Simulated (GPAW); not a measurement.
Runs of GPAW 26.7.0 on PtS2. It takes space group P-3m1 (No. 164, trigonal). The conventional cell has a = 3.543 Å, b = 3.543 Å, c = 5.039 Å, α = 90.00°, β = 90.00°, γ = 120.00°. Pt (site symmetry -3m) has 6 S at 2.34 Å as nearest neighbours. S (site symmetry 3m) is surrounded by 3 Pt at 2.34 Å. 

| task | level | potentials or basis | U | cell | k mesh | cutoff (eV) | smearing | band path | band points | response ecut | eta | response k mesh | gap on the mesh (eV) | pressure (GPa) | largest force (eV/Å) |
| --- | --- | --- | --- | --- | --- | --- | --- | --- | --- | --- | --- | --- | --- | --- | --- |
| band structure | PBEsol | PAW data sets generated in the run's folder for this functional, pw | - | as given | 9 × 9 × 5 | 600 | fermi-dirac 0.05 eV | GMKGALHA,LM,KH | 100 | - | - | - | 0.93 | 6.4 | 0.97 |
| optical spectrum | PBE+U | GPAW PAW data sets (gpaw-data 1.2.1), pw | Pt d U = 2.0 eV | as given | 7 × 7 × 4 | 400 | fermi-dirac 0.001 eV | - | - | 50 eV | 0.1 eV | 14 × 14 × 8 | (a) | - | - |
| relaxation of cell and atoms | LDA | the program's PAW data sets (release 1.2.1) made for this functional, pw | - | relaxed | 9 × 9 × 5 | 600 | fermi-dirac 0.05 eV | - | - | - | - | - | (b) | 0.1 | 0.03 |
| optical spectrum | PBE | GPAW PAW data sets (gpaw-data 1.2.1), pw | - | as given | 7 × 7 × 4 | 400 | fermi-dirac 0.001 eV | - | - | 50 eV | 0.1 eV | 14 × 14 × 8 | 0.81 | - | - |

Alike in all rows: no spin polarisation.

Task: Estimate the missing entries.

Result: (a) 0.77; (b) none.

Caveats: spin-orbit coupling is left out, which moves the levels of the heavy elements (some runs); with so narrow a direct gap the onset needs a denser k mesh (some runs); the long-wavelength limit can be off by several per cent where d states take part (some runs); independent-particle spectra lack excitons (some runs); response on these states lacks terms of the Hamiltonian (some runs); later steps reuse the first step's grids (some runs).

A k mesh can miss the band edges, and the runs leave out spin-orbit coupling on Pt.
